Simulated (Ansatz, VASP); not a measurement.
# Two plane-wave programs on Al5P

```
Al P
1.0
     0.00000    3.63999    3.63999
     3.63999    0.00000    3.63999
     3.63999    3.63999    0.00000
Al P
5 1
Direct
  0.75000 0.75000 0.75000
  0.37589 0.37589 0.87233
  0.37589 0.87233 0.37589
  0.37589 0.37589 0.37589
  0.87233 0.37589 0.37589
  0.00000 0.00000 0.00000
```

Change from the starting cell: species swapped into the ZrCu5 type (F-43m, No. 216).

Alike in both runs: task single point; functional PBE; k mesh 4 × 4 × 4; occupations gaussian, width 0.1 eV; no spin polarisation.

|  | VASP | Ansatz |
| --- | --- | --- |
| version | VASP 6.6.1 | Ansatz 0.2.0 |
| potentials or method | VASP PAW PBE potentials, release 64 (Al, P) | scalar-relativistic, plane waves, PAW |
| plane-wave cutoff (eV) | 520 | 420 |
| valence electrons in the cell | 20 | 20 |

Ansatz gave:

* gap on the k mesh at the Fermi level (eV): none
* pressure (GPa): 5.1
* rms of the force components (eV/Å): 0.058

**Question.** What did VASP give for the same quantities?

**Answer.** gap on the k mesh at the Fermi level (eV): none; pressure (GPa): 5.1; rms of the force components (eV/Å): 0.059.

Atom by atom the forces differ by 0.001 eV/Å (rms over components). A gap of «none» marks a metal or a gap that the smearing closes. With one functional, cell and mesh, what is left measures potentials, basis and numerics.

Caveats: the k mesh is coarse (spacing up to 0.37 Å⁻¹), so the values aren't converged.
